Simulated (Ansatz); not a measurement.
**TePb: a sublattice displacement scan**

This session takes TePb and sets out to map the energy as every Te atom is pushed off its site.

Program: Ansatz 0.2.0. Level of theory: DFT PBE, scalar-relativistic, plane waves, PAW. These are calculated values, not measurements.

**1. Starting point**

It takes space group Fm-3m (No. 225, cubic). The conventional cell has a = 6.454 Å, b = 6.454 Å, c = 6.454 Å, α = 90.00°, β = 90.00°, γ = 90.00°. Te (site symmetry m-3m) is surrounded by 6 Pb at 3.23 Å. Pb (site symmetry m-3m) is surrounded by 6 Te at 3.23 Å.

Structure file:

```cif
data_structure
_symmetry_space_group_name_H-M 'P 1'
_symmetry_Int_Tables_number 1
_cell_length_a 4.5637
_cell_length_b 4.5637
_cell_length_c 4.5637
_cell_angle_alpha 60.000
_cell_angle_beta 60.000
_cell_angle_gamma 60.000
_cell_volume 67.21
loop_
_atom_site_label
_atom_site_type_symbol
_atom_site_fract_x
_atom_site_fract_y
_atom_site_fract_z
_atom_site_occupancy
Te1 Te 0.50000 0.50000 0.50000 1
Pb1 Pb 0.00000 0.00000 0.00000 1
```

No relaxation comes first: the listed cell is the starting point.

**2. The reference cell**

Reference values: F = -18887.1608 eV; pressure 2.31 GPa; largest force 0.000 eV/Å; gap on the mesh 0.72 eV. It was computed beforehand with the settings of the runs below.

**3. Setting up a sublattice displacement scan**

Every Te atom is moved by x along the Cartesian unit vector (0.000, -0.707, -0.707); the cell and all other atoms stay fixed. Forces below are components along that vector, summed over the moved atoms.

**4. x = -0.100 Å**

Input file input.yaml:

```yaml
crystal:
  lattice:
    - [0.0, 3.227, 3.227]
    - [3.227, 0.0, 3.227]
    - [3.227, 3.227, 0.0]
  atoms:
    - { symbol: Te, position: [0.5219122027, 0.5, 0.5] }
    - { symbol: Pb, position: [0.0, 0.0, 0.0] }
basis:
  ecutwfc: 420
kpoints:
  mp_grid: { grid: [8, 8, 8] }
hamiltonian:
  xc: pbe
scf:
  occupations: { method: gaussian, width: 0.05 }
output:
  forces: true
  stress: true
  eigenvalues: true
  write_density: true
  write_potential: true
  elf: true
  volumetric_format: npy
```

The run is started by

```
> ansatz run input.yaml --threads 1 --pin off --max-ram 2560MiB --backend cpu --events-out ev --progress --plain --runs-dir out
```

**5. x = 0.075 Å**

input.yaml: that of step 4 with these lines changed.

```diff
@@ -6,3 +6,3 @@
   atoms:
-    - { symbol: Te, position: [0.5219122027, 0.5, 0.5] }
+    - { symbol: Te, position: [0.483565848, 0.5, 0.5] }
     - { symbol: Pb, position: [0.0, 0.0, 0.0] }
@@ -20,5 +20 @@
   eigenvalues: true
-  write_density: true
-  write_potential: true
-  elf: true
-  volumetric_format: npy
```

**6. At x = -0.050 Å**

input.yaml: that of step 5 with these lines changed.

```diff
@@ -6,3 +6,3 @@
   atoms:
-    - { symbol: Te, position: [0.483565848, 0.5, 0.5] }
+    - { symbol: Te, position: [0.5109561014, 0.5, 0.5] }
     - { symbol: Pb, position: [0.0, 0.0, 0.0] }
```

**7. At x = 0.025 Å**

input.yaml: that of step 6 with these lines changed.

```diff
@@ -6,3 +6,3 @@
   atoms:
-    - { symbol: Te, position: [0.5109561014, 0.5, 0.5] }
+    - { symbol: Te, position: [0.4945219493, 0.5, 0.5] }
     - { symbol: Pb, position: [0.0, 0.0, 0.0] }
```

**8. Point x = 0.087 Å**

input.yaml: that of step 7 with these lines changed.

```diff
@@ -6,3 +6,3 @@
   atoms:
-    - { symbol: Te, position: [0.4945219493, 0.5, 0.5] }
+    - { symbol: Te, position: [0.4808268226, 0.5, 0.5] }
     - { symbol: Pb, position: [0.0, 0.0, 0.0] }
```

**9. At x = 0.062 Å**

input.yaml: that of step 8 with these lines changed.

```diff
@@ -6,3 +6,3 @@
   atoms:
-    - { symbol: Te, position: [0.4808268226, 0.5, 0.5] }
+    - { symbol: Te, position: [0.4863048733, 0.5, 0.5] }
     - { symbol: Pb, position: [0.0, 0.0, 0.0] }
```

**10. x = 0.037 Å**

input.yaml: that of step 9 with these lines changed.

```diff
@@ -6,3 +6,3 @@
   atoms:
-    - { symbol: Te, position: [0.4863048733, 0.5, 0.5] }
+    - { symbol: Te, position: [0.491782924, 0.5, 0.5] }
     - { symbol: Pb, position: [0.0, 0.0, 0.0] }
```

**11. x = 0.013 Å**

input.yaml: that of step 10 with these lines changed.

```diff
@@ -6,3 +6,3 @@
   atoms:
-    - { symbol: Te, position: [0.491782924, 0.5, 0.5] }
+    - { symbol: Te, position: [0.4972609747, 0.5, 0.5] }
     - { symbol: Pb, position: [0.0, 0.0, 0.0] }
```

(Steps that only read results are left out.)

Before running it: what results should come out?

**Answer**, as computed:

| quantity | value |
| --- | --- |
| force constant along x, from the points at -0.050, 0 and 0.013 Å | 0.65 eV/Å² |

What this shows: The restoring force grows by 0.65 eV/Å per Å near the site. No sampled point lies below the undisturbed cell. The gap on the mesh stays between 0.72 and 0.74 eV. Spin-orbit coupling is left out, which matters for the bands of Pb, Te.
